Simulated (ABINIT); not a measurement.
Crystal: WS2.

```
W S
1.0
     1.57900    0.91164    6.16333
    -1.57900    0.91164    6.16333
     0.00000   -1.82327    6.16333
W S
1 2
Direct
  0.00000 0.00000 0.00000
  0.58100 0.58100 0.58100
  0.75030 0.75030 0.75030
```

Measurements of this composition are mostly on another form, of space group No. 194.

Base run:

```yaml
Program: ABINIT 10.8.3 (patched build)
Functional: RPBE
Potentials_or_basis: JTH PAW PBE v2.0
Cutoff: 653 eV
k_mesh: 10 × 10 × 10
Occupations: fermi-dirac, width 0.05 eV
Spin: no spin polarisation
```

Its results: band gap on the k mesh 1.11 eV, indirect (least direct gap 2.24 eV); pressure 7.3 GPa; largest force 0.620 eV/Å.

Q: After a change of settings the same cell gave: band gap on the k mesh 0.99 eV, indirect (least direct gap 2.22 eV); pressure -3.2 GPa; largest force 0.585 eV/Å. Which change was it?
A. functional from RPBE to r2SCAN
B. functional from RPBE to AM05
C. functional from RPBE to revPBE
D. functional from RPBE to LDA

A: D.

LDA binds more tightly than RPBE, so the same cell stands under less pressure.

Caveats: the PAW data sets were made with another functional, which shifts forces and pressure a little; spin-orbit coupling is left out, which moves the levels of the heavy elements.

Runs at the PBE level aren't shown here.
